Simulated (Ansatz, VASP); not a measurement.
**Cu in VASP and in Ansatz**

```
Cu
1.0
     0.00000    1.75474    1.75474
     1.75474    0.00000    1.75474
     1.75474    1.75474    0.00000
Cu
1
Cartesian
  0.0000 0.0000 0.0000
```

Alike in both runs: task single point; functional PBE; k mesh 12 × 12 × 12; occupations fermi-dirac, width 0.06 eV; no spin polarisation.

|  | VASP | Ansatz |
| --- | --- | --- |
| version | VASP 6.6.1 | Ansatz 0.2 development build |
| potentials or method | VASP PAW PBE potentials, release 64 (Cu), cutoff 520 eV | all-electron full-potential LAPW, scalar-relativistic |

```tsv
	VASP	Ansatz	Ansatz less VASP
pressure (GPa)	18.8	18.3	-0.55
```

Ansatz ran all-electron here, so the differences hold the error of VASP's frozen core and of both bases.

Caveats: so large a pressure means that the cell lies far from this level's equilibrium, or that cutoff or potentials fall short (VASP).
